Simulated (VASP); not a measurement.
VASP 6.6.1 run: Si

INCAR

```
IBRION = -1
NSW = 0
SIGMA = 0.3
ENCUT = 520
ISIF = 2
ISMEAR = 2
LREAL = .FALSE.
GGA = PE
LWAVE = .FALSE.
EDIFF = 1E-7
LCHARG = .FALSE.
NELM = 67
LASPH = .TRUE.
NBANDS = 11
PREC = Accurate
```

KPOINTS

```
KPOINTS created by Atomic Simulation Environment
0
Gamma
8 8 8
0 0 0
```

POSCAR

```
Si
 1.0000000000000000
     0.0000000000000000    2.7221197381000000    2.7022482640000001
     2.7221197381000000    0.0000000000000000    2.7022482640000001
     2.7221197381000000    2.7221197381000000    0.0000000000000000
 Si
   2
Cartesian
  1.3610598690500000  1.3610598690500000  1.3511241320000000
  0.0000000000000000  0.0000000000000000  0.0000000000000000
```

The recommended PBE PAW datasets give the neutral cell 8 valence electrons.

Command

```
mpirun -np 1 vasp_std
```

Problem. How does this run end, and what does it give?

Solution. It converged. Results: gap between bands v and c on the k mesh 0.54 eV; least direct gap on the k mesh 2.51 eV; pressure 1.9 GPa. Band v is the last that the valence electrons fill when counted band by band, and c is the next.

OSZICAR

```
N       E                     dE             d eps       ncg     rms          rms(c)
DAV:   1     0.651661162489E+01    0.65166E+01   -0.31869E+03  1306   0.560E+02
DAV:   2    -0.104916507296E+02   -0.17008E+02   -0.16240E+02  1692   0.856E+01
DAV:   3    -0.110175154472E+02   -0.52586E+00   -0.52491E+00  1672   0.126E+01
DAV:   4    -0.110211937023E+02   -0.36783E-02   -0.36777E-02  1600   0.132E+00
DAV:   5    -0.110212278334E+02   -0.34131E-04   -0.34131E-04  1655   0.116E-01    0.488E+00
DAV:   6    -0.108961166795E+02    0.12511E+00   -0.71505E-02  1430   0.110E+00    0.298E+00
DAV:   7    -0.108390521705E+02    0.57065E-01   -0.13752E-01  1483   0.164E+00    0.184E-01
DAV:   8    -0.108403151754E+02   -0.12630E-02   -0.59969E-03  1496   0.418E-01    0.809E-02
DAV:   9    -0.108405205832E+02   -0.20541E-03   -0.19688E-04  1586   0.862E-02    0.598E-02
DAV:  10    -0.108405455933E+02   -0.25010E-04   -0.21637E-05  1554   0.268E-02    0.564E-03
DAV:  11    -0.108405461526E+02   -0.55928E-06   -0.20794E-06  1560   0.747E-03    0.323E-03
DAV:  12    -0.108405462772E+02   -0.12458E-06   -0.43740E-07  1472   0.414E-03    0.206E-03
DAV:  13    -0.108405463243E+02   -0.47168E-07   -0.43693E-09   915   0.450E-04
   1 F= -.10840546E+02 E0= -.10840870E+02  d E =0.129666E-02
```

For comparison, a separate PBE run of the intended cell, on usual settings and not on those above, gives a gap of 0.54 eV on its mesh and a pressure of 1.9 GPa.
